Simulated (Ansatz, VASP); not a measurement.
One calculation of AlN, two programs

```
CELL_PARAMETERS angstrom
2.58546 0.00000 0.00000
0.00000 2.58546 0.00000
0.00000 0.00000 2.58546
ATOMIC_POSITIONS crystal
Al 0.00000 0.00000 0.00000
N 0.50000 0.50000 0.50000
```

Alike in both runs: task single point; functional r2SCAN; k mesh 6 × 6 × 6; occupations fermi-dirac, width 0.02 eV; no spin polarisation.

|  | VASP | Ansatz |
| --- | --- | --- |
| version | VASP 6.6.1 | Ansatz 0.2.0 |
| potentials or method | VASP PAW PBE potentials, release 64 (Al, N) | plane waves |
| plane-wave cutoff (eV) | 520 | 500 |
| valence electrons in the cell | 8 | 8 |

|  | VASP | Ansatz | Ansatz less VASP |
| --- | --- | --- | --- |
| pressure (GPa) | -1.1 | -0.4 | +0.70 |

With one functional, cell and mesh, what is left measures potentials, basis and numerics.

Caveats: the k mesh is coarse (spacing up to 0.41 Å⁻¹), so the values aren't converged; the PAW data sets were made with another functional, which shifts forces and pressure a little (VASP).
